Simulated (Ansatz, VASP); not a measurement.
LiF in VASP and in Ansatz

The input INCAR:

```
PREC = Accurate
ENCUT = 520
EDIFF = 1E-7
ISMEAR = 0
SIGMA = 0.05
LREAL = F
LASPH = T
NELM = 100
ALGO = Fast
ISIF = 2
LWAVE = F
LCHARG = F
GGA = PE
NBANDS = 12
```

Contents of KPOINTS:

```
Automatic mesh
0
Gamma
  10 10 10
```

Contents of POSCAR:

```
LiF
1.0
    2.3547703600      0.0000000000      0.0000000000
    0.0000000000      2.3547703600      0.0000000000
    0.0000000000      0.0000000000      2.3547703600
Li F
1 1
Direct
    0.0000000000      0.0000000000      0.0000000000
    0.5000000000      0.5000000000      0.5000000000
```

Input for Ansatz:

```yaml
crystal:
  lattice:
    - [2.35477036, 0.0, 0.0]
    - [0.0, 2.35477036, 0.0]
    - [0.0, 0.0, 2.35477036]
  atoms:
    - { symbol: Li, position: [0.0, 0.0, 0.0] }
    - { symbol: F, position: [0.5, 0.5, 0.5] }
basis:
  ecutwfc: 420
kpoints:
  mp_grid: { grid: [10, 10, 10] }
hamiltonian:
  xc: pbe
scf:
  occupations: { method: gaussian, width: 0.05 }
output:
  forces: true
  stress: true
  eigenvalues: true
```

Change from the starting cell: strain -0.080 along x and y, -0.080 along z, atoms carried along.

Alike in both runs: task single point; functional PBE; k mesh 10 × 10 × 10; occupations gaussian, width 0.05 eV; no spin polarisation.

|  | VASP | Ansatz |
| --- | --- | --- |
| version | VASP 6.6.1 | Ansatz 0.2.0 |
| potentials or method | VASP PAW PBE potentials, release 64 (Li_sv, F) | scalar-relativistic, plane waves, PAW |
| plane-wave cutoff (eV) | 520 | 420 |
| valence electrons in the cell | 10 | 10 |

|  | VASP | Ansatz | Ansatz less VASP |
| --- | --- | --- | --- |
| gap on the k mesh at the Fermi level (eV) | 9.94 | 9.92 | -0.013 |
| least direct gap on the mesh (eV) | 10.91 | 10.90 | -0.012 |

 A k mesh can miss the band edges.
